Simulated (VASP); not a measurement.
VASP 6.6.1 run: SrTiO$_{3}$

INCAR

```
ENCUT = 350
LASPH = .TRUE.
LREAL = .FALSE.
PREC = Accurate
GGA = PE
SIGMA = 0.02
EDIFF = 1E-7
ISIF = 2
NSW = 0
ISMEAR = -1
LWAVE = .FALSE.
IBRION = -1
LCHARG = .FALSE.
NELM = 93
NBANDS = 28
```

KPOINTS

```
KPOINTS created by Atomic Simulation Environment
0
Gamma
2 2 2
0 0 0
```

POSCAR

```
Sr Ti O
 1.0000000000000000
     3.8287144715000001    0.0000000000000000    0.0000000000000000
     0.0000000000000000    3.8287144715000001    0.0000000000000000
     0.0000000000000000    0.0000000000000000    3.9579665992000002
 Sr  Ti  O
   1   1   3
Cartesian
  0.0000000000000000  0.0000000000000000  0.0000000000000000
  1.9143572357500005  1.9143572357500005  1.9789832996000005
  1.9143572357500005  1.9143572357500005  0.0000000000000000
  1.9143572357500005  0.0000000000000000  1.9789832996000005
  0.0000000000000000  1.9143572357500005  1.9789832996000005
```

The recommended PBE PAW datasets give the neutral cell 40 valence electrons.

Command

```
mpirun -np 1 vasp_std
```

OSZICAR

```
N       E                     dE             d eps       ncg     rms          rms(c)
DAV:   1     0.373925793418E+03    0.37393E+03   -0.16713E+04   336   0.121E+03
DAV:   2    -0.100868122560E+02   -0.38401E+03   -0.36629E+03   392   0.381E+02
DAV:   3    -0.482011303736E+02   -0.38114E+02   -0.37770E+02   480   0.119E+02
DAV:   4    -0.496329519760E+02   -0.14318E+01   -0.14289E+01   480   0.201E+01
DAV:   5    -0.496625608401E+02   -0.29609E-01   -0.29603E-01   468   0.256E+00    0.276E+01
DAV:   6    -0.392069455440E+02    0.10456E+02   -0.47867E+01   404   0.608E+01    0.162E+01
DAV:   7    -0.393394781712E+02   -0.13253E+00   -0.44712E+00   408   0.137E+01    0.107E+01
DAV:   8    -0.393607279832E+02   -0.21250E-01   -0.97399E-01   408   0.921E+00    0.298E+00
DAV:   9    -0.393047906801E+02    0.55937E-01   -0.12757E-01   380   0.436E+00    0.715E-01
DAV:  10    -0.393049526407E+02   -0.16196E-03   -0.63325E-02   376   0.151E+00    0.473E-01
DAV:  11    -0.393022476335E+02    0.27050E-02   -0.12428E-02   480   0.986E-01    0.129E-01
DAV:  12    -0.393021751802E+02    0.72453E-04   -0.76028E-04   400   0.253E-01    0.611E-02
DAV:  13    -0.393021943664E+02   -0.19186E-04   -0.16628E-04   440   0.134E-01    0.340E-02
DAV:  14    -0.393021869409E+02    0.74255E-05   -0.43007E-05   436   0.456E-02    0.112E-02
DAV:  15    -0.393021876167E+02   -0.67583E-06   -0.51683E-06   448   0.145E-02    0.359E-03
DAV:  16    -0.393021876987E+02   -0.82012E-07   -0.37047E-07   368   0.406E-03
   1 F= -.39302188E+02 E0= -.39302188E+02  d E =-.969554E-11
```

Standard output (part)

```
POSCAR found type information on POSCAR SrTiO
 POSCAR found :  3 types and       5 ions
 LDA part: xc-table for (Slater+PW92), standard interpolation
 POSCAR, INCAR and KPOINTS ok, starting setup
 WAVECAR not read
 entering main loop
```

From OUTCAR

```
k-points           NKPTS =      6   k-points in BZ     NKDIM =      6   number of bands    NBANDS=     28

   NELECT =      40.0000    total number of electrons

   dimension x,y,z NGX =    24 NGY =   24 NGZ =   24
   dimension x,y,z NGXF=    48 NGYF=   48 NGZF=   48

  energy-cutoff  :      350.00
  volume of cell :       58.02
      direct lattice vectors                 reciprocal lattice vectors
     3.828714472  0.000000000  0.000000000     0.261184271  0.000000000  0.000000000
     0.000000000  3.828714472  0.000000000     0.000000000  0.261184271  0.000000000
     0.000000000  0.000000000  3.957966599     0.000000000  0.000000000  0.252654987

 k-points in reciprocal lattice and weights: KPOINTS created by Atomic Simulation Env
   0.00000000  0.00000000  0.00000000       0.125
   0.50000000  0.00000000  0.00000000       0.250
   0.50000000  0.50000000  0.00000000       0.125
   0.00000000  0.00000000  0.50000000       0.125
   0.50000000  0.00000000  0.50000000       0.250
   0.50000000  0.50000000  0.50000000       0.125

 E-fermi :   5.0165

 k-point     1 :       0.0000    0.0000    0.0000
  band No.  band energies     occupation
      1     -52.3718      2.00000
      2     -28.6416      2.00000
      3     -28.6416      2.00000
      4     -28.6184      2.00000
      5     -28.3014      2.00000
      6     -13.0804      2.00000
      7     -12.1512      2.00000
      8     -12.0057      2.00000
      9     -10.3312      2.00000
     10     -10.2821      2.00000
     11     -10.2821      2.00000
     12       1.4624      2.00000
     13       1.6303      2.00000
     14       1.6303      2.00000
     15       3.1848      2.00000
     16       3.2784      2.00000
     17       3.2784      2.00000
     18       4.1196      2.00000
     19       4.1840      2.00000
     20       4.1840      2.00000
     21       5.9905      0.00000
     22       5.9905      0.00000
     23       6.0482      0.00000
     24       8.3854      0.00000
     25       8.6835      0.00000
     26       9.7024      0.00000
     27      10.0037      0.00000
     28      10.8837      0.00000

 k-point     2 :       0.5000    0.0000    0.0000
  band No.  band energies     occupation
      1     -52.3698      2.00000
      2     -28.7578      2.00000
      3     -28.6381      2.00000
      4     -28.6146      2.00000
      5     -28.2404      2.00000
      6     -13.3032      2.00000
      7     -12.0035      2.00000
      8     -11.7234      2.00000
      9     -10.2740      2.00000
     10     -10.2232      2.00000
     11      -9.6487      2.00000
     12      -0.1637      2.00000
     13       1.4120      2.00000
     14       1.6444      2.00000
     15       1.8312      2.00000
     16       1.8879      2.00000
     17       1.9408      2.00000
     18       2.3831      2.00000
     19       3.7035      2.00000
     20       3.7293      2.00000
     21       6.1672      0.00000
     22       8.1622      0.00000
     23       8.1744      0.00000
     24       8.4721      0.00000
     25      11.0224      0.00000
     26      11.9297      0.00000
     27      12.1265      0.00000
     28      12.4857      0.00000

 ...

  Total        0.2915519      0.2915519     -3.2473359      0.0000000      0.0000000     -0.0000000
  in kB        8.0509742      8.0509742    -89.6725885      0.0000000      0.0000000     -0.0000000
  external PRESSURE =     -24.5235467 kB  Pullay stress =       0.0000000 kB

 POSITION                                       TOTAL-FORCE (eV/Angst)
 -----------------------------------------------------------------------------------
      0.00000      0.00000      0.00000         0.000000      0.000000      0.000000
      1.91436      1.91436      1.97898         0.000000      0.000000      0.000000
      1.91436      1.91436      0.00000         0.000000      0.000000      0.000000
      1.91436      0.00000      1.97898         0.000000      0.000000      0.000000
      0.00000      1.91436      1.97898         0.000000      0.000000      0.000000
 -----------------------------------------------------------------------------------
    total drift:                                0.000000     -0.000000     -0.000000

  FREE ENERGIE OF THE ION-ELECTRON SYSTEM (eV)
  ---------------------------------------------------
  free  energy   TOTEN  =       -39.3021876987 eV

  energy  without entropy=      -39.3021876987  energy(sigma->0) =      -39.30218770
```

It converged. Results: gap between bands v and c on the k mesh 1.44 eV; least direct gap on the k mesh 1.81 eV; pressure -2.5 GPa. Band v is the last that the valence electrons fill when counted band by band, and c is the next.

These settings aren't sound, so the numbers aren't properties of the crystal.

On sound settings PBE gives a gap of 1.83 eV on its mesh and a pressure of 10.5 GPa for the intended cell.

The run took about 9.5 s on one core of a shared host (Intel Xeon Platinum 8488C) and held 0.14 GiB at most.
